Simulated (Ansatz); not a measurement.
**WC (P-6m2): how the settings move a single-point run**

How sensitive is a single-point run of WC (P-6m2) to its settings? A reference run comes first, then four runs with altered input.

Program: Ansatz 0.2.0. Level of theory: reference: DFT PBE, spin-orbit coupling, plane waves, PAW. These are calculated values, not measurements.

2 further runs of the same task are left out: 1 that didn't finish, 1 set aside as unsound or not needed. Runs told in other sessions of the task aren't counted.

**1. The starting structure**

The structure is hexagonal, space group P-6m2 (No. 187). The conventional cell has a = 2.921 Å, b = 2.921 Å, c = 2.847 Å, α = 90.00°, β = 90.00°, γ = 120.00°. W (site symmetry -6m2) has 6 C at 2.21 Å in its first shell of neighbours. C (site symmetry -6m2) is surrounded by 6 W at 2.21 Å.

As a file:

```
CELL_PARAMETERS angstrom
2.92095 0.00000 0.00000
-1.46048 2.52962 0.00000
0.00000 0.00000 2.84662
ATOMIC_POSITIONS crystal
W 0.00000 0.00000 0.00000
C 0.66667 0.33333 0.50000
```

**2. Baseline**

input.yaml reads:

```yaml
crystal:
  lattice:
    - [2.920953962, 0.0, 0.0]
    - [-1.460476981, 2.5296203344, 0.0]
    - [0.0, 0.0, 2.8466159029]
  atoms:
    - { symbol: W, position: [0.0, 0.0, 0.0] }
    - { symbol: C, position: [0.6666666667, 0.3333333333, 0.5] }
basis:
  ecutwfc: 420
  ecutrho_ratio: 4
kpoints:
  mp_grid: { grid: [14, 14, 12] }
  band_path:
    path:
      - [[0.0, 0.0, 0.0], [0.5, 0.0, 0.0], [0.33333333, 0.33333333, 0.0], [0.0, 0.0, 0.0], [0.0, 0.0, 0.5], [0.5, 0.0, 0.5], [0.33333333, 0.33333333, 0.5], [0.0, 0.0, 0.5]]
      - [[0.5, 0.0, 0.5], [0.5, 0.0, 0.0]]
      - [[0.33333333, 0.33333333, 0.5], [0.33333333, 0.33333333, 0.0]]
    npoints: 10
hamiltonian:
  xc: pbe
scf:
  occupations: { method: gaussian, width: 0.05 }
  n_extra_bands: 22
output:
  forces: true
  stress: true
  eigenvalues: true
  populations: true
  dos: { projected: true, de: 0.02, nscf_kmesh: { grid: [21, 21, 18] } }
  bader: false
  write_density: true
  write_potential: true
  elf: true
  volumetric_format: npy
magnetization:
  noncollinear: true
  spin_orbit: true
checkpoint:
  read: start.run
  write: ck
  compress: false
  write_wavefunctions: false
  write_every: 100000
```

Launch:

```sh
> ansatz run input.yaml --threads 4 --pin off --max-ram 7168MiB --backend cpu --events-out ev --progress --plain --runs-dir out
```

**3. Variant: occupations.method tetrahedron_uncorrected, width left out**

input.yaml reads:

```yaml
crystal:
  lattice:
    - [2.920953962013, 0.0, 0.0]
    - [-1.460476981007, 2.529620334388, 0.0]
    - [0.0, 0.0, 2.8466159029]
  atoms:
    - { symbol: W, position: [-3.700743415525e-17, 0.0, 0.0] }
    - { symbol: C, position: [0.6666666666667, 0.3333333333333, 0.5] }
basis:
  ecutwfc: 420
  ecutrho_ratio: 4
kpoints:
  mp_grid: { grid: [14, 14, 12] }
hamiltonian:
  xc: pbe
scf:
  occupations: { method: tetrahedron_uncorrected }
output:
  forces: true
  stress: true
magnetization:
  noncollinear: true
  spin_orbit: true
```

**4. Changing settings: ecutwfc 700 eV, hubbard.sites [{species: W, l: d, u_eff: 4.0}], hubbard.double_counting fll**

input.yaml reads:

```yaml
crystal:
  lattice:
    - [2.920953962013, 0.0, 0.0]
    - [-1.460476981007, 2.529620334388, 0.0]
    - [0.0, 0.0, 2.8466159029]
  atoms:
    - { symbol: W, position: [-3.700743415525e-17, 0.0, 0.0] }
    - { symbol: C, position: [0.6666666666667, 0.3333333333333, 0.5] }
basis:
  ecutwfc: "700 eV"
  ecutrho_ratio: 4
kpoints:
  mp_grid: { grid: [14, 14, 12] }
hamiltonian:
  xc: pbe
  hubbard: { sites: [{ species: W, l: d, u_eff: 4.0 }], double_counting: fll }
scf:
  occupations: { method: gaussian, width: 0.05 }
output:
  forces: true
  stress: true
magnetization:
  noncollinear: true
  spin_orbit: true
```

**5. Variant: accuracy low**

input.yaml reads:

```yaml
crystal:
  lattice:
    - [2.920953962013, 0.0, 0.0]
    - [-1.460476981007, 2.529620334388, 0.0]
    - [0.0, 0.0, 2.8466159029]
  atoms:
    - { symbol: W, position: [-3.700743415525e-17, 0.0, 0.0] }
    - { symbol: C, position: [0.6666666666667, 0.3333333333333, 0.5] }
basis:
  ecutwfc: 420
  ecutrho_ratio: 4
kpoints:
  mp_grid: { grid: [14, 14, 12] }
hamiltonian:
  xc: pbe
scf:
  occupations: { method: gaussian, width: 0.05 }
output:
  forces: true
  stress: true
magnetization:
  noncollinear: true
  spin_orbit: true
accuracy: low
```

**6. Changed: ecutwfc 300 eV**

input.yaml reads:

```yaml
crystal:
  lattice:
    - [2.920953962013, 0.0, 0.0]
    - [-1.460476981007, 2.529620334388, 0.0]
    - [0.0, 0.0, 2.8466159029]
  atoms:
    - { symbol: W, position: [-3.700743415525e-17, 0.0, 0.0] }
    - { symbol: C, position: [0.6666666666667, 0.3333333333333, 0.5] }
basis:
  ecutwfc: "300 eV"
  ecutrho_ratio: 4
kpoints:
  mp_grid: { grid: [14, 14, 12] }
hamiltonian:
  xc: pbe
scf:
  occupations: { method: gaussian, width: 0.05 }
output:
  forces: true
  stress: true
magnetization:
  noncollinear: true
  spin_orbit: true
```

Before running it: what results should come out? Wanted: for each run, ending; energy change; pressure; gap; force.

The runs gave:

| run | ending | energy change | pressure (GPa) | gap (eV) | force (eV/Å) | cycles | time |
| --- | --- | --- | --- | --- | --- | --- | --- |
| reference | converged | 0 | 0.0 | 0.00 | 0.00 | - | 35 s |
| 1: occupations.method tetrahedron_uncorrected, width left out | converged | +2.8 meV/atom (σ→0) | 0.1 | 0.00 | 0.00 | 7 | 6.4 s |
| 2: ecutwfc 700 eV, hubbard.sites [{species: W, l: d, u_eff: 4.0}], hubbard.double_counting fll | converged | +2.46 eV/atom (Hubbard term changed: no physical gain or loss) | 1.2 | 0.00 | 0.00 | 8 | 16 s |
| 3: accuracy low | converged | 0.0 meV/atom | 0.0 | 0.00 | 0.00 | 7 | 5 s |
| 4: ecutwfc 300 eV | converged | +92.7 meV/atom | 0.6 | 0.00 | 0.00 | 7 | 3.9 s |

Times don't compare one to one where runs were asked for different outputs or read a saved state (see the inputs); cycles may leave out searches for a lower state.

Residual by cycle in the longest SCF loop of each run; runs are numbered as in the table. The quantity is the density residual dr2, in eV.

| cycle | reference | run 1 | run 2 | run 3 | run 4 |
| --- | --- | --- | --- | --- | --- |
| 1 | 4.7e-11 | 5.21 | 6.11 | 5.19 | 4.98 |
| 2 | 9.1e-12 | 1.56 | 1.91 | 1.56 | 1.52 |
| 3 | - | 0.0176 | 0.037 | 0.018 | 0.0174 |
| 4 | - | 0.00184 | 0.00583 | 0.00225 | 0.0023 |
| 5 | - | 1.5e-5 | 2.8e-4 | 1.1e-5 | 8.5e-6 |
| 6 | - | 8.9e-8 | 3.2e-6 | 1.0e-7 | 6.8e-8 |
| 7 | - | 2.1e-9 | 1.3e-6 | 2.8e-9 | 1.3e-9 |
| 8 | - | - | 8.5e-8 | - | - |

Run 4 ran under the cutoff that the potentials recommend, as the log warns, so basis error is mixed into its values. A changed U is a change of model: its shifts are not errors of convergence. Of the variants the dearest is «ecutwfc 700 eV, hubbard.sites [{species: W, l: d, u_eff: 4.0}], hubbard.double_counting fll» (16 s), the cheapest «ecutwfc 300 eV» (3.9 s), on a shared host.
